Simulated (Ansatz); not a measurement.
Sn: what relativity and spin–orbit coupling change

```
CELL_PARAMETERS angstrom
-2.91585 2.91585 1.59065
2.91585 -2.91585 1.59065
2.91585 2.91585 -1.59065
ATOMIC_POSITIONS crystal
Sn 0.00000 0.00000 0.00000
Sn 0.75000 0.25000 0.50000
```

Atom numbers follow the list: Sn1, Sn2.

The cell is COD entry 1534488, as deposited and not checked against the literature; nothing was relaxed.

One fixed cell is solved with PBE by PAW with the default files in Ansatz 0.2.0 under different relativistic treatments. Pressure is positive in compression.

Settings: a Γ-centred 15×15×15 k mesh, Fermi–Dirac smearing of 0.05 eV, cutoff 420 eV, no spin polarisation.

```csv
setting,P (GPa),"lowest level at Γ above −25 eV, from the valence-band top or, without a gap, the Fermi level (eV)"
scalar-relativistic,2.65,?
with spin–orbit coupling,2.63,?
```

(1) What belongs in the row "scalar-relativistic", column "lowest level at Γ above −25 eV, from the valence-band top or, without a gap, the Fermi level (eV)"?

(2) Give the missing entry: row "with spin–orbit coupling", column "lowest level at Γ above −25 eV, from the valence-band top or, without a gap, the Fermi level (eV)".

Answers

(1) -21.67.

(2) -22.08.
